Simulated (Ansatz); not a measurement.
# SnO: how the half-step-shifted k-point mesh moves the results

The calculation used Ansatz, DFT PBE, scalar-relativistic, plane waves, PAW.

```
CELL_PARAMETERS angstrom
2.73691 -2.73780 0.00000
2.73691 2.73780 0.00000
0.00000 0.00000 10.22196
ATOMIC_POSITIONS crystal
Sn 0.73655 0.26345 0.86386
Sn 0.26345 0.73655 0.13614
Sn 0.76345 0.23655 0.36386
Sn 0.23655 0.76345 0.63614
O 0.26194 0.23806 0.25000
O 0.73806 0.76194 0.75000
O 0.23806 0.26194 0.75000
O 0.76194 0.73806 0.25000
```

| Property | Result |
| --- | --- |
| plane-wave cutoff | 420 eV |
| occupation rule | Gaussian smearing, 0.02 eV |
| spin treatment | unpolarised |

The atoms stay fixed while the half-step-shifted k-point mesh is varied. ΔE is the energy extrapolated to zero smearing, less that of the reference run (10×10×4 Γ-centred mesh, Gaussian smearing 0.02 eV). The cell isn't necessarily relaxed at this level. Pressure is positive in compression.

```tsv
shifted mesh	ΔE (meV/atom)	P (GPa)	largest change of a force component (eV/Å)	gap on mesh (eV)	irreducible points
4×4×2	?	?	?	?	?
6×6×2	0.00	-0.39	0.000	1.154	12
8×8×4	-0.01	-0.39	0.000	0.786	40
```

Q: Fill in the withheld rows.

A: The withheld rows:

```tsv
shifted mesh	ΔE (meV/atom)	P (GPa)	largest change of a force component (eV/Å)	gap on mesh (eV)	irreducible points
4×4×2	-1.15	-0.42	0.002	1.468	6
```

This form isn't the usual stable structure of the compound.

Cost: 3 runs of about 0.96 core-minutes in all, on Intel Xeon Processor @ 2.50GHz (Skylake/Cascade Lake) (shared hosts).